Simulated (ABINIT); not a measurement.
Set up this calculation in ABINIT 10.8.3 (patched build), as the native input.

| Property | Result |
| --- | --- |
| Task | band structure |
| Functional | PBE |
| Potentials or basis | JTH PAW PBE v2.0 |
| Cutoff | 626 eV |
| k mesh | 9 × 9 × 9 |
| Occupations | fermi-dirac, width 0.05 eV |
| Spin | no spin polarisation |
| Fine-grid cutoff | 1224.51 eV |

Crystal: HfO2.

```
Hf O
1.0
     0.00000    2.55750    2.55750
     2.55750    0.00000    2.55750
     2.55750    2.55750    0.00000
Hf O
1 2
Direct
  0.00000 0.00000 0.00000
  0.75000 0.75000 0.75000
  0.25000 0.25000 0.25000
```

Measurements of this composition are mostly on another form, of space group No. 14.

These files were run (other wordings do the same):

run.abi

```
ndtset 2

pp_dirpath "./"
pseudos "Hf.GGA_PBE-JTH.xml, O.GGA_PBE-JTH.xml"

acell 6.8348581746 6.8348581746 6.8348581746
rprim
     0.0000000000     0.7071067812     0.7071067812
     0.7071067812     0.0000000000     0.7071067812
     0.7071067812     0.7071067812     0.0000000000
ntypat 2
znucl 72 8
natom 3
typat 1 2 2
xred
     0.0000000000     0.0000000000     0.0000000000
     0.7500000000     0.7500000000     0.7500000000
     0.2500000000     0.2500000000     0.2500000000

ecut 23.0
pawecutdg 45.0
pawxcdev 0

ixc 11

occopt 3
tsmear 0.00183747

nstep 100

iomode 3
prtwf 0
prteig 0
prtebands 0
enunit 1
prtden1 1

kptopt1 1
ngkpt1 9 9 9
nshiftk1 1
shiftk1 0.0 0.0 0.0
nband1 16
tolvrs1 1.0e-9

iscf2 -2
getden2 1
nband2 22
nbdbuf2 4
tolwfr2 1.0e-11
kptopt2 -9
ndivsm2 5
prteig2 1
kptbounds2
     0.0000000000     0.0000000000     0.0000000000
     0.5000000000     0.0000000000     0.5000000000
     0.5000000000     0.2500000000     0.7500000000
     0.3750000000     0.3750000000     0.7500000000
     0.0000000000     0.0000000000     0.0000000000
     0.5000000000     0.5000000000     0.5000000000
     0.6250000000     0.2500000000     0.6250000000
     0.5000000000     0.2500000000     0.7500000000
     0.5000000000     0.5000000000     0.5000000000
     0.3750000000     0.3750000000     0.7500000000
```

Potentials or basis: JTH PAW PBE v2.0.

Run with:

```sh
$ abinit run.abi > log 2>&1
```

Results of the run:

| Property | Result |
| --- | --- |
| Pressure | -5.8 GPa |
| Band gap on the k mesh | 3.84 eV, indirect (least direct gap 3.96 eV) |
| Band gap along the path | 3.74 eV, direct |
| Valence electrons inside the program's atomic spheres | Hf 9.36; O 4.61 |

Caveat: spin-orbit coupling is left out, which moves the levels of the heavy elements; the mesh misses the band edges, which the band path finds closer together.

Run time: 37 s on 1 thread of AMD EPYC 9R45 96-Core Processor (Zen 5), on a shared host, peak memory 0.14 GiB.
